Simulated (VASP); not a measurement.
# W (Im-3m) in VASP: further runs

Runs on W. Level: PBE. Tasks: single point.

All numbers are computed with VASP 6.6.1; they aren't measurements. Logs are shortened: lines on timing, memory, paths and dates and some standing lists are left out, and cuts for length are marked.

**1. The crystal as given**

It takes space group Im-3m (No. 229, cubic). The conventional cell has a = 3.165 Å, b = 3.165 Å, c = 3.165 Å, α = 90.00°, β = 90.00°, γ = 90.00°. W (site symmetry m-3m) is surrounded by 8 W at 2.74 Å.

**2. Single point, PBE**

Contents of INCAR:

```
SYSTEM = W
ADDGRID = .False. ; ALGO = Normal
EDIFF = 1E-7 ; ENCUT = 460
GGA = PE ; ISIF = 2
ISMEAR = 1 ; LASPH = .True.
LCHARG = .False. ; LREAL = .False.
LWAVE = .False. ; NELM = 100
PREC = Accurate ; SIGMA = 0.1
```

Contents of KPOINTS:

```
k-points
0
Gamma
  15 15 15
  0 0 0
```

Contents of POSCAR:

```
W
1.0
   -1.5823450000      1.5823450000      1.5823450000
    1.5823450000     -1.5823450000      1.5823450000
    1.5823450000      1.5823450000     -1.5823450000
W
1
Direct
    0.0000000000      0.0000000000      0.0000000000
```

Potentials or basis: VASP PAW PBE potentials, release 64 (W).

The run is started by

```bash
$ cat potpaw_PBE.64/W/POTCAR > POTCAR
$ mpirun -np 1 vasp_std > vasp.out
```

OUTCAR:

```text
SYSTEM = W
   EDIFF = 1E-7
   ENCUT = 460
   GGA = PE
   ISIF = 2
   ISMEAR = 1
   LASPH = .True.
   LREAL = .False.
   NELM = 100
   PREC = Accurate

 Found    120 irreducible k-points:

 Following reciprocal coordinates:
            Coordinates               Weight
  0.000000  0.000000  0.000000      1.000000
  0.066667  0.000000  0.000000     12.000000
  0.133333  0.000000  0.000000     12.000000
  0.200000  0.000000  0.000000     12.000000
  0.266667  0.000000  0.000000     12.000000
  0.333333  0.000000  0.000000     12.000000
   k-points           NKPTS =    120   k-points in BZ     NKDIM =    120   number of bands    NBANDS=      7
   number of dos      NEDOS =    301   number of ions     NIONS =      1
   total plane-waves  NPLWV =   8000
   dimension x,y,z NGX =    20 NGY =   20 NGZ =   20
   dimension x,y,z NGXF=    40 NGYF=   40 NGZF=   40
   ions per type =               1
   NGX,Y,Z   is equivalent  to a cutoff of  12.13, 12.13, 12.13 a.u.
   NGXF,Y,Z  is equivalent  to a cutoff of  24.26, 24.26, 24.26 a.u.
 SYSTEM =  W
   PREC   = accura    normal or accurate (medium, high low for compatibility)
   ISTART =      0    job   : 0-new  1-cont  2-samecut
   ICHARG =      2    charge: 1-file 2-atom 10-const
   ISPIN  =      1    spin polarized calculation?
   LNONCOLLINEAR =      F non collinear calculations
   LSORBIT =      F    spin-orbit coupling
   LASPH  =      T    aspherical Exc in radial PAW
   ENCUT  =  460.0 eV  33.81 Ry    5.81 a.u.   4.79  4.79  4.79*2*pi/ulx,y,z
   NELM   =    100;   NELMIN=  2; NELMDL= -5     # of ELM steps
   EDIFF  = 0.1E-06   stopping-criterion for ELM
   LREAL  =      F    real-space projection
   EDIFFG = 0.1E-05   stopping-criterion for IOM
   NSW    =      0    number of steps for IOM
   IBRION =     -1    ionic relax: 0-MD 1-quasi-New 2-CG
   NFREE  =      0    steps in history (QN), initial steepest desc. (CG)
   ISIF   =      2    stress and relaxation
   ISYM   =      2    0-nonsym 1-usesym 2-fastsym
   POTIM  = 0.5000    time-step for ionic-motion
   TEBEG  =    0.0;   TEEND  =   0.0 temperature during run
   PSTRESS=    0.0 pullay stress
   NELECT =       6.0000    total number of electrons
   NUPDOWN=      -1.0000    fix difference up-down
   EMIN   =  10.00;   EMAX   =-10.00  energy-range for DOS
   EFERMI =   0.00;   METHOD = LEGACY
   ISMEAR =     1;   SIGMA  =   0.10  broadening in eV -4-tet -1-fermi 0-gaus
   EFERMI_NEDOS =   21; number of points for ismear=-14 and -15
   IALGO  =     38    algorithm
   IMIX   =      4    mixing-type and parameters
     AMIX     =   0.40;   BMIX     =  1.00
     AMIX_MAG =   1.60;   BMIX_MAG =  1.00
  volume/ion in A,a.u.               =      15.85       106.94
  Fermi-wavevector in a.u.,A,eV,Ry     =   1.184325  2.238049 19.083867  1.402625
  Thomas-Fermi vector in A             =   2.320541
   LORBIT       =      0    0 simple, 1 ext, 2 COOP (PROOUT), +10 PAW based schemes
   GGA     = PE    functional components
   LHFCALC =     F    Hartree Fock is set to
   AEXX    =    0.0000 exact exchange contribution
   IVDW    =     0    specifies the selected vdW correction
   LEPSILON=     F    determine dielectric tensor
   LRPA    =     F    only Hartree local field effects (RPA)
 non-spin polarized calculation
 Methfessel and Paxton  Order N= 1 SIGMA  =   0.10
  energy-cutoff  :      460.00
  volume of cell :       15.85
 maximum number of plane-waves:       370
   NGX =  9   NGY =  9   NGZ =  9

 number of electron       6.0000001 magnetization

 Free energy of the ion-electron system (eV)
  ---------------------------------------------------
  ext. energy  EPLUGINS =         0.00000000
  ---------------------------------------------------
  free energy    TOTEN  =       -13.01898620 eV

  energy without entropy =      -13.01947366  energy(sigma->0) =      -13.01914869

 E-fermi :   7.7858     XC(G=0): -13.1448

 val. band max:        7.7599417313   @ k =  -0.3333   0.4000   0.2667
 cond. band min:       7.9061353985   @ k =  -0.2667   0.2667   0.1333
 fundamental gap:      0.1461936672
 Fermi energy:         7.7857625700

 k-point     1 :       0.0000    0.0000    0.0000
  band No.  band energies     occupation
      1      -1.7953      2.00000
      2       6.5677      2.00000
      3       6.5677      2.00000
      4       6.5677      2.00000
      5      10.0454      0.00000
      6      10.0455      0.00000
      7      23.0499      0.00000

 k-point     2 :       0.0667    0.0000    0.0000
  band No.  band energies     occupation
      1      -1.5858      2.00000
      2       6.4389      2.00000
      3       6.5390      2.00000
      4       6.7763      2.00000
      5       9.8454      0.00000
      6      10.0490      0.00000
      7      23.2286      0.00000

 k-point     3 :       0.1333    0.0000    0.0000
  band No.  band energies     occupation
      1      -0.9888      2.00000
      2       6.0943      2.00000
      3       6.4021      2.00000
      4       7.3923      2.00000
      5       9.4773     -0.00000
      6      10.0729      0.00000
      7      23.6173      0.00000

 k-point     4 :       0.2000    0.0000    0.0000
  band No.  band energies     occupation
      1      -0.1132      2.00000
      2       5.6304      2.00000
      3       6.1236      2.00000
      4       8.3844     -0.00000
      5       9.3291     -0.00000
      6      10.1462      0.00000
      7      23.6632      0.00000

 k-point     5 :       0.2667    0.0000    0.0000
  band No.  band energies     occupation
      1       0.8044      2.00000
      2       5.1489      2.00000
      3       5.9566      2.00000
      4       9.4905     -0.00000
      5       9.6928     -0.00000
      6      10.2916      0.00000
      7      22.8167      0.00000

 k-point     6 :       0.3333    0.0000    0.0000
  band No.  band energies     occupation
      1       1.4064      2.00000
      2       4.7292      2.00000
      3       6.3425      2.00000
      4       9.7925      0.00000
      5      10.5032      0.00000
      6      11.2078      0.00000
      7      21.5462      0.00000

 [... further k-points ...]

------------------------ aborting loop because EDIFF is reached ----------------------------------------

  FORCE on cell =-STRESS in cart. coord.  units (eV):
  Direction    XX          YY          ZZ          XY          YZ          ZX
  --------------------------------------------------------------------------------------
  -------------------------------------------------------------------------------------
  Total        0.2301401      0.2301401      0.2301401      0.0000000     -0.0000000      0.0000000
  in kB       23.2669471     23.2669471     23.2669471      0.0000000     -0.0000000      0.0000000
  external PRESSURE =      23.2669471 kB  Pullay stress =       0.0000000 kB

 VOLUME and BASIS-vectors are now :
 -----------------------------------------------------------------------------
  energy-cutoff  :      460.00
  volume of cell :       15.85
      direct lattice vectors                 reciprocal lattice vectors
    -1.582345000  1.582345000  1.582345000     0.000000000  0.315986716  0.315986716
     1.582345000 -1.582345000  1.582345000     0.315986716  0.000000000  0.315986716
     1.582345000  1.582345000 -1.582345000     0.315986716  0.315986716  0.000000000

 POSITION                                       TOTAL-FORCE (eV/Angst)
 -----------------------------------------------------------------------------------
      0.00000      0.00000      0.00000        -0.000000      0.000000     -0.000000
 -----------------------------------------------------------------------------------
    total drift:                               -0.000000     -0.000000      0.000000

  FREE ENERGIE OF THE ION-ELECTRON SYSTEM (eV)
  ---------------------------------------------------
  free  energy   TOTEN  =       -13.0189862009 eV

  energy  without entropy=      -13.0194736644  energy(sigma->0) =      -13.01914869
```

stdout:

```text
POSCAR found type information on POSCAR W
 POSCAR found :  1 types and       1 ions
 scaLAPACK will be used
 LDA part: xc-table for (Slater+PW92), standard interpolation
 POSCAR, INCAR and KPOINTS ok, starting setup
 FFT: planning ... GRIDC
 FFT: planning ... GRID_SOFT
 FFT: planning ... GRID
 WAVECAR not read
 entering main loop
```

Run time: 5.7 s. Hardware: 1 thread of AMD EPYC 9R45 (Zen 5), shared host; peak memory 0.1 GiB.

The run converged, but some of its settings lie outside the range that counts as converged, so its numbers aren't taken as properties of the crystal.

What came out:

- Free energy: -13.0190 eV
- Pressure: 2.3 GPa
- Band gap on the k mesh: none (metal or under the smearing width)

**3. Single point, PBE**

INCAR: that of step 2 with these lines changed.

```diff
@@ -7,2 +7,2 @@
 LWAVE = .False. ; NELM = 100
-PREC = Accurate ; SIGMA = 0.1
+PREC = Accurate ; SIGMA = 0.05
```

KPOINTS is that of step 2.

POSCAR is that of step 2.

Potentials or basis: VASP PAW PBE potentials, release 64 (W).

The run is started by

```bash
$ cat potpaw_PBE.64/W/POTCAR > POTCAR
$ mpirun -np 1 vasp_std > vasp.out
```

OUTCAR:

```text
SYSTEM = W
   EDIFF = 1E-7
   ENCUT = 460
   GGA = PE
   ISIF = 2
   ISMEAR = 1
   LASPH = .True.
   LREAL = .False.
   NELM = 100
   PREC = Accurate

 Found    120 irreducible k-points:

 Following reciprocal coordinates:
            Coordinates               Weight
  0.000000  0.000000  0.000000      1.000000
  0.066667  0.000000  0.000000     12.000000
  0.133333  0.000000  0.000000     12.000000
  0.200000  0.000000  0.000000     12.000000
  0.266667  0.000000  0.000000     12.000000
  0.333333  0.000000  0.000000     12.000000
   k-points           NKPTS =    120   k-points in BZ     NKDIM =    120   number of bands    NBANDS=      7
[... 136 lines left out ...]

  FORCE on cell =-STRESS in cart. coord.  units (eV):
  Direction    XX          YY          ZZ          XY          YZ          ZX
  --------------------------------------------------------------------------------------
  -------------------------------------------------------------------------------------
  Total        0.2294593      0.2294593      0.2294593      0.0000000      0.0000000     -0.0000000
  in kB       23.1981207     23.1981207     23.1981207      0.0000000      0.0000000     -0.0000000
  external PRESSURE =      23.1981207 kB  Pullay stress =       0.0000000 kB

 VOLUME and BASIS-vectors are now :
 -----------------------------------------------------------------------------
  energy-cutoff  :      460.00
  volume of cell :       15.85
      direct lattice vectors                 reciprocal lattice vectors
    -1.582345000  1.582345000  1.582345000     0.000000000  0.315986716  0.315986716
     1.582345000 -1.582345000  1.582345000     0.315986716  0.000000000  0.315986716
     1.582345000  1.582345000 -1.582345000     0.315986716  0.315986716  0.000000000

 POSITION                                       TOTAL-FORCE (eV/Angst)
 -----------------------------------------------------------------------------------
      0.00000      0.00000      0.00000         0.000000     -0.000000     -0.000000
 -----------------------------------------------------------------------------------
    total drift:                               -0.000000     -0.000000     -0.000000

  FREE ENERGIE OF THE ION-ELECTRON SYSTEM (eV)
  ---------------------------------------------------
  free  energy   TOTEN  =       -13.0190482245 eV

  energy  without entropy=      -13.0190133425  energy(sigma->0) =      -13.01903660
```

stdout:

```text
POSCAR found type information on POSCAR W
 POSCAR found :  1 types and       1 ions
 scaLAPACK will be used
 LDA part: xc-table for (Slater+PW92), standard interpolation
 POSCAR, INCAR and KPOINTS ok, starting setup
 FFT: planning ... GRIDC
 FFT: planning ... GRID_SOFT
 FFT: planning ... GRID
 WAVECAR not read
 entering main loop
```

It took 5.7 s on 1 thread of AMD EPYC 9R45 (Zen 5), shared host; peak memory 0.1 GiB.

The run converged, but some of its settings lie outside the range that counts as converged, so its numbers aren't taken as properties of the crystal.

What came out:

* Free energy: -13.0190 eV
* Pressure: 2.3 GPa
* Band gap on the k mesh: none (metal or under the smearing width)

**4. Single point, PBE**

INCAR: that of step 3 with these lines changed.

```diff
@@ -7,2 +7,2 @@
 LWAVE = .False. ; NELM = 100
-PREC = Accurate ; SIGMA = 0.05
+PREC = Accurate ; SIGMA = 0.02
```

KPOINTS is that of step 3.

POSCAR is that of step 3.

The run is started by

```bash
$ cat potpaw_PBE.64/W/POTCAR > POTCAR
$ mpirun -np 1 vasp_std > vasp.out
```

It took 5.9 s on 1 thread of AMD EPYC 9R45 (Zen 5), shared host; peak memory 0.1 GiB.

These settings aren't checked as converged: the numbers below hold their error.

Results:

| Item | Value |
| --- | --- |
| Free energy | -13.0190 eV |
| Pressure | 2.3 GPa |
| Band gap on the k mesh | none (metal or under the smearing width) |

**5. Single point, PBE**

Contents of INCAR:

```
SYSTEM = W
ADDGRID = .False. ; ALGO = Normal
EDIFF = 1E-7 ; ENCUT = 460
GGA = PE ; ISIF = 2
ISMEAR = -5 ; LASPH = .True.
LCHARG = .False. ; LREAL = .False.
LWAVE = .False. ; NELM = 100
PREC = Accurate ; SIGMA = 0.2
```

KPOINTS is that of step 4.

POSCAR is that of step 4.

The run is started by

```bash
$ cat potpaw_PBE.64/W/POTCAR > POTCAR
$ mpirun -np 1 vasp_std > vasp.out
```

It took 7.4 s on 1 thread of AMD EPYC 9R45 (Zen 5), shared host; peak memory 0.11 GiB.

The run converged, but some of its settings lie outside the range that counts as converged, so its numbers aren't taken as properties of the crystal.

Results:

```yaml
Free_energy: -13.0200 eV
Pressure: 2.4 GPa
Band_gap_on_the_k_mesh: none (metal or under the smearing width)
```

Caveat: tetrahedron occupations give inexact forces and stress in metals.

**6. Single point, PBE**

INCAR: that of step 5 with these lines changed.

```diff
@@ -4,3 +4,3 @@
 GGA = PE ; ISIF = 2
-ISMEAR = -5 ; LASPH = .True.
+ISMEAR = 0 ; LASPH = .True.
 LCHARG = .False. ; LREAL = .False.
```

KPOINTS is that of step 5.

POSCAR is that of step 5.

Potentials or basis: VASP PAW PBE potentials, release 64 (W).

The run is started by

```bash
$ cat potpaw_PBE.64/W/POTCAR > POTCAR
$ mpirun -np 1 vasp_std > vasp.out
```

It took 6.1 s on 1 thread of AMD EPYC 9R45 (Zen 5), shared host; peak memory 0.1 GiB.

The run converged, but some of its settings lie outside the range that counts as converged, so its numbers aren't taken as properties of the crystal.

Results:

| Item | Value |
| --- | --- |
| Free energy | -13.0222 eV |
| Pressure | 2.2 GPa |
| Band gap on the k mesh | none (metal or under the smearing width) |
